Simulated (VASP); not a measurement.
Here is the system:

```
LiI
1.0
    0.00000     3.01000     3.01000
    3.01000     0.00000     3.01000
    3.01000     3.01000     0.00000
Li I
1 1
Direct
  0.00000   0.00000   0.00000
  0.50000   0.50000   0.50000
```

Method: PBE GGA, VASP's PBE PAW potentials (set 64) (plane waves; VASP). Run with PREC = Normal, 500 eV cut-off, 4×4×4 Γ-centred mesh, Gaussian smearing of 0.010 eV, potentials Li_sv_GW I_GW.

Unless said otherwise, spin-orbit coupling is left out, though it shifts the bands of the heavy elements here.

**Question.** Predict the energy per atom (σ→0), band gap (on the k-mesh) with the smallest direct gap where there is one.

**Answer.** 
The band gap (on the k-mesh) comes out as 4.23 eV and the smallest direct gap (on the k-mesh) is 4.23 eV. The energy per atom (σ→0) is -3.796 eV/atom.

The compound is LiI in the rock salt structure. The cell was not relaxed at this level. The k-mesh is coarse (spacing up to 0.45 per Å, 2π included), so the numbers may not be converged in it.
